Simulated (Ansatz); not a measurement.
# TePb (Fm-3m) in Ansatz: further runs

The runs below take TePb through single point, equation of state, with PBE.

Everything below comes from runs of Ansatz 0.2.0. Logs are shortened: lines on timing, memory, paths and dates and some standing lists are left out, and cuts for length are marked.

**1. Starting point**

Symmetry: Fm-3m, No. 225, cubic system. Conventional cell: a = 6.462 Å, b = 6.462 Å, c = 6.462 Å, α = 90.00°, β = 90.00°, γ = 90.00°. Pb (site symmetry m-3m) is surrounded by 6 Te at 3.23 Å. Te (site symmetry m-3m) has 6 Pb at 3.23 Å as nearest neighbours.

**2. Single point, PBE, 31.71 Å³/atom (volume scaled by 0.94)**

The input, input.yaml:

```yaml
crystal:
  lattice:
    - [0.0, 3.1650427173, 3.1650427173]
    - [3.1650427173, 0.0, 3.1650427173]
    - [3.1650427173, 3.1650427173, 0.0]
  atoms:
    - { symbol: Pb, position: [0.0, 0.0, 0.0] }
    - { symbol: Te, position: [0.5, 0.5, 0.5] }
hamiltonian:
  xc: pbe
  pseudopotentials: { kind: paw, partial_waves: polarizable }
kpoints:
  mp_grid: { grid: [7, 7, 7] }
scf:
  occupations: { method: fermi_dirac, width: 0.05 }
output:
  forces: true
  stress: true
  eigenvalues: true
```

Potentials or basis: Ansatz PAW polarizable.

The run is started by

```console
$ ansatz run input.yaml --threads 2 --pin off --max-ram 5120MiB --backend cpu --events-out ev --progress --plain --runs-dir out
```

Standard output:

```text
Warning: RAYON_NUM_THREADS=2 ignored (pool sized by the plan → 2); use --threads N
Engine: ansatz 0.2.0, aarch64-unknown-linux-gnu
Pseudopotentials: kind: paw
Pseudopotential: Pb, paw, valence charge 14, recommended cutoff 420 eV (normal), Pb.paw.azcp
Pseudopotential: Te, paw, valence charge 16, recommended cutoff 420 eV (normal), Te.paw.azcp
Functional definition: PBE
  parameter kappa = 0.804
  parameter beta = 0.06672455060314922
  exchange = pbe_x(kappa = kappa, mu = beta*pi^2/3)
  correlation = pbe_c(beta = beta)
Crystal: 2 atoms, lattice volume = 63.412 Å³
Basis set: ecut = 420 eV, 1243 PW (Γ), exchange–correlation on 60×60×60 points (8 copies of the dense FFT grid, shifted against one another)
Bands: 19, of which v1, the nominal top of the filled ones, is band 15 counted from 1 (14 counted from 0)
Symmetry: 48 space group operations
Space group: Fm-3m (ITA 225), of the structure as read, at distance tolerance 4.0e-5 Å
k-points: 20 of 343
Non-local potential: Pb, projectors of the file, l = 0: 2, l = 1: 2, l = 2: 2, l = 3: 2
Non-local potential: Te, projectors of the file, l = 0: 2, l = 1: 2, l = 2: 2, l = 3: 2
PAW form: soft (Blöchl's): semilocal exchange-correlation on the pseudo side does not see the compensation charge
PAW one-centre angular grid: Pb, 590 points (default); XC on 64 Gauss nodes
PAW one-centre angular grid: Te, 590 points (default); XC on 64 Gauss nodes
Initial density: superposition of atomic densities (neutral atoms: chi_scale 0, normalization atom), corrected by the library's trained network
Initial wavefunctions: pseudopotential atomic-orbital guess
Functional: x = pbe(κ = 0.804, μ = 0.2195149727645171), c = pbe(β = 0.06672455060314922)
Partial waves of Te: polarizable
Partial waves of Pb: polarizable
SCF iter   1: F=—  HF=-18887.073661 eV  |F-HF|=—  |Δ(HF+E_count)|=         —  Δρ=5.15e-4  dr2=1.36e-4  ethr=1.77e-3  ⟨swp⟩=6.3  Hψ=1974  notcnv=0
preconditioner: auto → none  [insulator: Δε(μ)=0.908 eV  Ē_g=14.929 eV  σ=0.050 eV  W_gap=1.00  n_scr=14 (ndim 8)  ℏωp=20.9 eV  f_vac=0.009  D(μ)=0.00/eV (n_scr^D=0)  ε∞_Penn≈3.0]
SCF iter   2: F=—  HF=-18887.071810 eV  |F-HF|=—  |Δ(HF+E_count)|=   1.85e-3  Δρ=3.74e-4  dr2=6.84e-5  ethr=4.52e-7  ⟨swp⟩=3.0  Hψ=1018  notcnv=0
SCF iter   3: F=—  HF=-18887.071814 eV  |F-HF|=—  |Δ(HF+E_count)|=   3.90e-6  Δρ=1.74e-4  dr2=1.13e-5  ethr=2.28e-7  ⟨swp⟩=2.0  Hψ=544  notcnv=0
SCF iter   4: F=—  HF=-18887.071838 eV  |F-HF|=—  |Δ(HF+E_count)|=   2.33e-5  Δρ=4.85e-5  dr2=1.56e-6  ethr=3.77e-8  ⟨swp⟩=2.0  Hψ=681  notcnv=0
SCF iter   5: F=—  HF=-18887.071837 eV  |F-HF|=—  |Δ(HF+E_count)|=   6.23e-7  Δρ=2.06e-5  dr2=3.99e-7  ethr=5.19e-9  ⟨swp⟩=2.0  Hψ=680  notcnv=0
SCF iter   6: F=-18887.071837 eV  HF=-18887.071837 eV  |F-HF|=6.31e-8  |Δ(HF+E_count)|=   8.93e-8  Δρ=8.76e-6  dr2=5.41e-8  ethr=3.33e-10  ⟨swp⟩=4.2  Hψ=1838  notcnv=0
SCF 1 converged in 6 iterations: F = -18887.071837 eV  dr2 = 5.41e-8
SCF converged after 6 iterations
Free energy (F): -18887.071837 eV
Harris-Foulkes:  -18887.071837 eV  (|F-HF|=6.31e-8)
Internal energy: -18887.071831 eV  (E = F + TS)
E sigma→0 (E₀):  -18887.071834 eV
Entropy (-TS):   -0.000006 eV (-0.003 meV/atom)
Fermi energy:    10.077880 eV
--- Per-component energies (eV) ---
  E_band       = -292.272758
  E_kinetic    = 470.248809
  E_local      = -2291.935825  (includes V_loc(G=0)·N_el)
  E_nonlocal   = 39.937198
  E_hartree    = 1220.168525
  E_xc         = -346.390237
  E_vxc        = -238.246355  (∫ρ·V_xc dr)
  E_paw        = -15066.728157  (= ΣΔE_a)
  E_vpaw       = -712.599263  (= ΣTr[D̂ρ^β])
  E_aug_tail   = -0.000134  (compensation charges beyond the density's cutoff)
  E_ewald      = -2912.372010
  E_smearing   = -0.000006  (= −TS)
  E_closure    = -0.000000  (closes the sum)
  Σ components = -18887.071837   (vs F -18887.071837, Δ=0.00e0)
--- Forces (eV/Å), atoms counted from 1 ---
  atom   1  Pb    -0.00000000    -0.00000000    -0.00000000
  atom   2  Te     0.00000000    -0.00000000    -0.00000000
  max |Σ_I F_I| component: 2.54e-29 eV/Å
--- Stress (GPa, compression-positive) ---
        5.490501       0.000000      -0.000000
        0.000000       5.490501      -0.000000
        0.000000      -0.000000       5.490501
  P = ⅓ Tr σ = 5.4905 GPa (54.905 kbar)
--- Band table (eV; the first three rows and the last of 20) ---
  k-point 0: bands = ["-26.6858", "-26.6858", "-26.6788", "-26.6788", "-26.6788", "-7.1205", "-7.1205", "-7.1071", "-7.1071", "-7.1071", "-2.8380", "4.2985", "8.1257", "8.1257", "8.1257", "13.8645", "13.8645", "13.8645", "15.3936"]
  k-point 1: bands = ["-26.6858", "-26.6858", "-26.6788", "-26.6787", "-26.6787", "-7.1241", "-7.1241", "-7.1067", "-7.1036", "-7.1036", "-2.6480", "3.6106", "8.1826", "8.1826", "8.5325", "12.8565", "13.0532", "13.0532", "15.2117"]
  k-point 2: bands = ["-26.6856", "-26.6856", "-26.6786", "-26.6784", "-26.6784", "-7.1334", "-7.1334", "-7.1058", "-7.0942", "-7.0942", "-2.1073", "2.2458", "8.3583", "8.3583", "9.1434", "11.4940", "11.8076", "11.8076", "15.8229"]
  k-point 19: bands = ["-26.6860", "-26.6853", "-26.6785", "-26.6782", "-26.6777", "-7.1809", "-7.1249", "-7.1020", "-7.0928", "-7.0758", "-0.7883", "1.4413", "5.3609", "6.0512", "8.9092", "11.6260", "14.4485", "15.3134", "15.9145"]
```

Run time: 0.98 s. Hardware: 2 threads of Arm Neoverse V1, shared host; peak memory 0.37 GiB.

What came out:

* Free energy: -18887.0718 eV
* Pressure: 5.5 GPa

Caveat: this odd mesh misses L, where the gap lies, so gap, dielectric constants and Born charges aren't listed.

**3. Single point, PBE, 32.38 Å³/atom (volume scaled by 0.96)**

input.yaml: that of step 2 with these lines changed.

```diff
@@ -2,5 +2,5 @@
   lattice:
-    - [0.0, 3.1650427173, 3.1650427173]
-    - [3.1650427173, 0.0, 3.1650427173]
-    - [3.1650427173, 3.1650427173, 0.0]
+    - [0.0, 3.1873324849, 3.1873324849]
+    - [3.1873324849, 0.0, 3.1873324849]
+    - [3.1873324849, 3.1873324849, 0.0]
   atoms:
```

Potentials or basis: Ansatz PAW polarizable.

The run is started by

```console
$ ansatz run input.yaml --threads 2 --pin off --max-ram 5120MiB --backend cpu --events-out ev --progress --plain --runs-dir out
```

It took 1 s on 2 threads of Arm Neoverse V1, shared host; peak memory 0.38 GiB.

The run converged. Its results:

```yaml
Free_energy: -18887.1127 eV
Pressure: 4.2 GPa
```

Caveat: this odd mesh misses L, where the gap lies, so gap, dielectric constants and Born charges aren't listed.

**4. Single point, PBE, 33.05 Å³/atom (volume scaled by 0.98)**

input.yaml: that of step 3 with these lines changed.

```diff
@@ -2,5 +2,5 @@
   lattice:
-    - [0.0, 3.1873324849, 3.1873324849]
-    - [3.1873324849, 0.0, 3.1873324849]
-    - [3.1873324849, 3.1873324849, 0.0]
+    - [0.0, 3.2093147829, 3.2093147829]
+    - [3.2093147829, 0.0, 3.2093147829]
+    - [3.2093147829, 3.2093147829, 0.0]
   atoms:
```

The run is started by

```console
$ ansatz run input.yaml --threads 2 --pin off --max-ram 5120MiB --backend cpu --events-out ev --progress --plain --runs-dir out
```

Run time: 1 s. Hardware: 2 threads of Arm Neoverse V1, shared host; peak memory 0.38 GiB.

The run converged. Its results:

| Property | Result |
| --- | --- |
| Free energy | -18887.1437 eV |
| Pressure | 3.1 GPa |

Caveat: this odd mesh misses L, where the gap lies, so gap, dielectric constants and Born charges aren't listed.

**5. Single point, PBE, 33.73 Å³/atom**

input.yaml: that of step 4 with these lines changed.

```diff
@@ -2,5 +2,5 @@
   lattice:
-    - [0.0, 3.2093147829, 3.2093147829]
-    - [3.2093147829, 0.0, 3.2093147829]
-    - [3.2093147829, 3.2093147829, 0.0]
+    - [0.0, 3.231, 3.231]
+    - [3.231, 0.0, 3.231]
+    - [3.231, 3.231, 0.0]
   atoms:
```

The run is started by

```console
$ ansatz run input.yaml --threads 2 --pin off --max-ram 5120MiB --backend cpu --events-out ev --progress --plain --runs-dir out
```

Wall time 1 s (2 threads of Arm Neoverse V1, shared host); peak memory 0.38 GiB.

Results (log left out):

| Property | Result |
| --- | --- |
| Free energy | -18887.1657 eV |
| Pressure | 2.1 GPa |

Caveat: this odd mesh misses L, where the gap lies, so gap, dielectric constants and Born charges aren't listed.

**6. Single point, PBE, 34.40 Å³/atom (volume scaled by 1.02)**

input.yaml: that of step 5 with these lines changed.

```diff
@@ -2,5 +2,5 @@
   lattice:
-    - [0.0, 3.231, 3.231]
-    - [3.231, 0.0, 3.231]
-    - [3.231, 3.231, 0.0]
+    - [0.0, 3.2523979746, 3.2523979746]
+    - [3.2523979746, 0.0, 3.2523979746]
+    - [3.2523979746, 3.2523979746, 0.0]
   atoms:
```

Potentials or basis: Ansatz PAW polarizable.

The run is started by

```console
$ ansatz run input.yaml --threads 2 --pin off --max-ram 5120MiB --backend cpu --events-out ev --progress --plain --runs-dir out
```

Run time: 1.1 s. Hardware: 2 threads of Arm Neoverse V1, shared host; peak memory 0.38 GiB.

Results (log left out):

```yaml
Free_energy: -18887.1796 eV
Pressure: 1.2 GPa
```

Caveat: this odd mesh misses L, where the gap lies, so gap, dielectric constants and Born charges aren't listed.

**7. Single point, PBE, 35.08 Å³/atom (volume scaled by 1.04)**

input.yaml: that of step 6 with these lines changed.

```diff
@@ -2,5 +2,5 @@
   lattice:
-    - [0.0, 3.2523979746, 3.2523979746]
-    - [3.2523979746, 0.0, 3.2523979746]
-    - [3.2523979746, 3.2523979746, 0.0]
+    - [0.0, 3.2735180337, 3.2735180337]
+    - [3.2735180337, 0.0, 3.2735180337]
+    - [3.2735180337, 3.2735180337, 0.0]
   atoms:
```

The run is started by

```console
$ ansatz run input.yaml --threads 2 --pin off --max-ram 5120MiB --backend cpu --events-out ev --progress --plain --runs-dir out
```

Wall time 1.1 s (2 threads of Arm Neoverse V1, shared host); peak memory 0.38 GiB.

Results (log left out):

| Quantity | Value |
| --- | --- |
| Free energy | -18887.1863 eV |
| Pressure | 0.4 GPa |

Caveat: this odd mesh misses L, where the gap lies, so gap, dielectric constants and Born charges aren't listed.

**8. Single point, PBE, 35.75 Å³/atom (volume scaled by 1.06)**

input.yaml: that of step 7 with these lines changed.

```diff
@@ -2,5 +2,5 @@
   lattice:
-    - [0.0, 3.2735180337, 3.2735180337]
-    - [3.2735180337, 0.0, 3.2735180337]
-    - [3.2735180337, 3.2735180337, 0.0]
+    - [0.0, 3.2943690292, 3.2943690292]
+    - [3.2943690292, 0.0, 3.2943690292]
+    - [3.2943690292, 3.2943690292, 0.0]
   atoms:
@@ -19 +19,5 @@
   eigenvalues: true
+  write_density: true
+  write_potential: true
+  elf: true
+  volumetric_format: npy
```

The run is started by

```console
$ ansatz run input.yaml --threads 2 --pin off --max-ram 5120MiB --backend cpu --events-out ev --progress --plain --runs-dir out
```

It took 1.4 s on 2 threads of Arm Neoverse V1, shared host; peak memory 0.39 GiB.

Results (log left out):

| Quantity | Value |
| --- | --- |
| Free energy | -18887.1864 eV |
| Pressure | -0.3 GPa |

Caveat: this odd mesh misses L, where the gap lies, so gap, dielectric constants and Born charges aren't listed.

**9. Equation of state, PBE**

Potentials or basis: Ansatz PAW polarizable.

No new run: the results of the series are fitted here.

Results:

* Equilibrium volume: 35.43 Å³/atom
* Bulk modulus: 38 GPa
* Pressure derivative of the bulk modulus: 4.5

Energy against volume, from the lowest point:
| volume (Å³/atom) | energy (meV/atom) |
| --- | --- |
| 31.706 | 57.28 |
| 32.380 | 36.83 |
| 33.055 | 21.37 |
| 33.730 | 10.38 |
| 34.404 | 3.42 |
| 35.079 | 0.08 |
| 35.753 | 0.00 |

Caveat: this odd mesh misses L, where the gap lies, so gap, dielectric constants and Born charges aren't listed.
